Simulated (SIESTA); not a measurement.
The system is PtSe2 (Sudovikovite).

```
CELL_PARAMETERS angstrom
3.72400 0.00000 0.00000
-1.86200 3.22508 0.00000
0.00000 0.00000 5.06200
ATOMIC_POSITIONS crystal
Pt 0.00000 0.00000 0.00000
Se 0.66667 0.33333 0.75000
Se 0.33333 0.66667 0.25000
```

Base run:

```yaml
Program: SIESTA 5.4.2
Functional: PBE
Potentials_or_basis: PseudoDojo 0.4 standard (PBE files)
Basis: SZ (energy shift 0.003 Ry)
Grid_cutoff: 800 Ry
Energy_shift: 0.003 Ry
k_mesh: 8 × 8 × 5
Occupations: fermi-dirac, width 0.05 eV
Spin: no spin polarisation
```

Its results: band gap on the k mesh none (metal or under the smearing width); pressure 21.5 GPa; largest force 2.533 eV/Å.

Q: The run is repeated on the same cell with these changes: basis from SZ (energy shift 0.003 Ry) to TZP (energy shift 0.003 Ry; two zetas on semicore shells). What comes out?

A: Band gap on the k mesh none (metal or under the smearing width); pressure 10.8 GPa; largest force 1.096 eV/Å.

Caveats: short orbitals over semicore shells can move pressures by several GPa; spin-orbit coupling is left out, which moves the levels of the heavy elements; the basis of atomic orbitals isn't converged, which shifts pressures, moduli and gaps; forces of over 1 eV/Å show positions far from the minimum, so gaps and moduli don't describe the material at rest; the basis has no polarisation orbitals (some runs); so large a pressure means that the cell lies far from this level's equilibrium, or that cutoff or potentials fall short (some runs).
